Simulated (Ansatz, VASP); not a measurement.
## Pb in VASP and in Ansatz

```
CELL_PARAMETERS angstrom
-1.96637 1.96637 1.96637
1.96637 -1.96637 1.96637
1.96637 1.96637 -1.96637
ATOMIC_POSITIONS crystal
Pb 0.00000 0.00000 0.00000
```

Change from the starting cell: volume scaled by 0.98.

Alike in both runs: task single point; functional LDA; k mesh 9 × 9 × 9; occupations fermi-dirac, width 0.05 eV; no spin polarisation.

|  | VASP | Ansatz |
| --- | --- | --- |
| version | VASP 6.6.1 | Ansatz 0.2.0 |
| potentials or method | VASP PAW LDA potentials, release 64 (Pb_d), cutoff 520 eV | all-electron LAPW, scalar-relativistic |

Ansatz gave:

| Property | Result |
| --- | --- |
| gap on the k mesh at the Fermi level (eV) | none |
| pressure (GPa) | -2.7 |

Problem. Which values does VASP return?

Solution. gap on the k mesh at the Fermi level (eV): none; pressure (GPa): -2.6.

A gap of «none» marks a metal or a gap that the smearing closes. Ansatz ran all-electron here, so the differences hold the error of VASP's frozen core and of both bases.

Spin-orbit coupling is left out, which matters for the levels of Pb.
